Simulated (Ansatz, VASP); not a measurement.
# Two plane-wave programs on ZrC

```
Zr C
1.0
     0.00000    2.36500    2.36500
     2.36500    0.00000    2.36500
     2.36500    2.36500    0.00000
Zr C
1 1
Direct
  0.50000 0.50000 0.50000
  0.00000 0.00000 0.00000
```

Alike in both runs: functional PBE; k mesh 10 × 10 × 10; occupations gaussian, width 0.02 eV; no spin polarisation.

|  | VASP | Ansatz |
| --- | --- | --- |
| version | VASP 6.6.1 | Ansatz 0.2.0 |
| potentials or method | VASP PAW PBE potentials, release 64 (Zr_sv, C) | Ansatz PAW |
| plane-wave cutoff (eV) | 520 | 420 |
| valence electrons in the cell | 16 | 16 |
| task | atomic charges | single point |

VASP gave:

- gap on the k mesh at the Fermi level (eV): none
- pressure (GPa): -2.7

Estimate Ansatz's values.

gap on the k mesh at the Fermi level (eV): none; pressure (GPa): -3.0.

A gap of «none» marks a metal or a gap that the smearing closes.
